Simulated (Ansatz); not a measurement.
Which of these structures of Sb lies lowest?

Method: DFT, PBE, all-electron LAPW, scalar-relativistic (Ansatz 0.2.0).

Each cell is taken as listed (from a database or a relaxation; residual pressures are under 0.6 GPa and forces under 0.08 eV/Å), on meshes of about 0.2 Å⁻¹ spacing; energies are extrapolated to zero smearing, with no zero-point or thermal terms. Other structures, the observed one among them, may be missing from this set and lie lower. No run is spin-polarised.

No spin–orbit coupling, which matters for the heavy atoms here.

**Question.** Order the structures by energy per atom, lowest first, and give the differences.
A.
```cif
data_structure
_symmetry_space_group_name_H-M 'P6_3/mmc'
_symmetry_Int_Tables_number 194
_cell_length_a 3.4565
_cell_length_b 3.4565
_cell_length_c 5.3039
_cell_angle_alpha 90.000
_cell_angle_beta 90.000
_cell_angle_gamma 120.000
_cell_volume 54.88
loop_
_atom_site_label
_atom_site_type_symbol
_atom_site_symmetry_multiplicity
_atom_site_Wyckoff_symbol
_atom_site_fract_x
_atom_site_fract_y
_atom_site_fract_z
_atom_site_occupancy
Sb1 Sb 2 c 0.33333 0.66667 0.25000 1
```
(hcp type, relaxed by us; 13×13×7 mesh on the primitive cell, smearing 0.05 eV, P = 0.0 GPa)
B.
```
Sb
1.0
     3.10716    0.00000    0.00000
     0.00000    3.10716    0.00000
     0.00000    0.00000    3.10716
Sb
1
Direct
  0.00000 0.00000 0.00000
```
(sc type, relaxed by us; 13×13×13 mesh on the primitive cell, smearing 0.05 eV, P = 0.0 GPa)

**Answer.** B (0 meV/atom), A (245 meV/atom).
